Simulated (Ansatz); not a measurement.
Stress against strain in ZnSe

```
CELL_PARAMETERS angstrom
0.00000 2.83380 2.83380
2.83380 0.00000 2.83380
2.83380 2.83380 0.00000
ATOMIC_POSITIONS crystal
Zn 0.00000 0.00000 0.00000
Se 0.75000 0.75000 0.75000
```

Atom numbers follow the list: Zn1, Se2.

The cell comes from COD entry 9008857, which wasn't checked; take it as a given geometry.

These are results of DFT, LDA, all-electron LAPW, scalar-relativistic (Ansatz 0.2.0), not measurements.

Settings: a Γ-centred 8×8×8 k mesh, Fermi–Dirac smearing of 0.03 eV, basis error target 1 meV/atom, no spin polarisation.

The strain is applied along the Cartesian axes of the cell as listed (the other components stay zero). Fractional coordinates are held (clamped ions).

σ is the change of stress from the unstrained cell, which is at -3.37 GPa; tension is positive, so slopes are stress–strain coefficients at that pressure.

Only quantities that a quadratic follows smoothly over the whole series are listed; rougher ones are left out.

```
εxx = εyy  σzz (GPa)  σxx (GPa)
  -0.0300      -3.09      -4.33
  -0.0200      -1.93      -2.75
  -0.0100      -0.91      -1.31
   0.0000       0.00       0.00
   0.0100       0.80       1.19
   0.0300       2.11       3.24
```

**Question.** Fit the series and read off the stiffness at zero strain.

**Answer.** Least-squares fits y = p0 + p1 x + p2 x² to the rows give σzz (GPa): p1 = 86.4, p2 = -540; σxx (GPa): p1 = 126, p2 = -610. So 2 C12 = 86 GPa and C11 + C12 = 126 GPa.

**Question.** One run, at εxx = εyy = 0.0200, is withheld. Predict its row.

**Answer.** The fits give 1.51, 2.28; the run gave 1.50, 2.27.
